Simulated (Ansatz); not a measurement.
# What moves the field gradients of SiO2?

Cell of run 1: a Materials Project structure (computed, not necessarily an observed phase), atoms as given.

```cif
data_SiO2
_symmetry_space_group_name_H-M 'P4_32_12'
_symmetry_Int_Tables_number 96
_cell_length_a 4.9756
_cell_length_b 4.9756
_cell_length_c 6.9009
_cell_angle_alpha 90.000
_cell_angle_beta 90.000
_cell_angle_gamma 90.000
loop_
_atom_site_label
_atom_site_type_symbol
_atom_site_symmetry_multiplicity
_atom_site_Wyckoff_symbol
_atom_site_fract_x
_atom_site_fract_y
_atom_site_fract_z
Si Si 4 a 0.1968 0.1968 0.0000
O O 8 b 0.6104 0.7382 0.6820
```

One atom of each set is listed.

All runs are DFT with Ansatz 0.2.0 (plane waves and PAW, scalar-relativistic unless spin–orbit coupling is named, Γ-centred meshes, Fermi–Dirac smearing where given) in this cell.

Run 1: PBE, gradients read without the response of the cores, atoms as given; 420 eV, 5×5×4 k-points, smearing 0.02 eV.
Run 2: r2SCAN, gradients read without the response of the cores, atoms as given; 500 eV, 5×5×4 k-points, smearing 0.02 eV.
Run 3: HSE06, gradients read without the response of the cores, atoms as given; 420 eV, 3×3×3 k-points, smearing 0.02 eV.

```
run   Si V_zz (η)   O V_zz (η)
  1  -0.37 (0.95)  9.55 (0.17)
  2  -0.36 (0.90)  9.46 (0.17)
  3             ?            ?
```

V_zz in 10²¹ V/m².

Task: Estimate the row of run 3.

Result: Si: -0.37 (0.85); O: 9.74 (0.17). It lies nearest to run 1, from whose tensors on these sites it differs by 0.19 at most (largest principal value of the difference, on O).

In run 1 the atoms aren't at the calculated equilibrium (largest force 0.28 eV/Å).
